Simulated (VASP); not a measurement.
# Ga: kinetic-energy density

Ga, Cmce (no. 64), 4 atoms in the cell. PBE; PAW potentials Ga_d (PBE set).

## Input

INCAR:
```
SYSTEM = Ga
PREC = Accurate
ENCUT = 520
EDIFF = 1E-7
ISMEAR = 1
SIGMA = 0.1
LREAL = .FALSE.
LASPH = .TRUE.
ALGO = Normal
NELM = 100
ISIF = 2
LWAVE = .FALSE.
LCHARG = .TRUE.
LTAU = .TRUE.
```

KPOINTS:
```
k-points
0
Gamma
  6 6 5
```

POSCAR:
```
Ga
1.0
    2.2615000000     -3.8305000000      0.0000000000
    2.2615000000      3.8305000000      0.0000000000
    0.0000000000      0.0000000000      4.5240000000
Ga
4
Direct
    0.3451000000      0.6549000000      0.4190000000
    0.1549000000      0.8451000000      0.9190000000
    0.6549000000      0.3451000000      0.5810000000
    0.8451000000      0.1549000000      0.0810000000
```

Commands:
```
cat potpaw_PBE.64/Ga_d/POTCAR > POTCAR
mpirun -np 1 vasp_std > vasp.out
```

## Result

- Kinetic energy of the pseudo orbitals (eV): 384.63

VASP 6.6.1 took 53 s on 1 core (Intel Xeon Platinum 8488C (Sapphire Rapids)), a shared host.
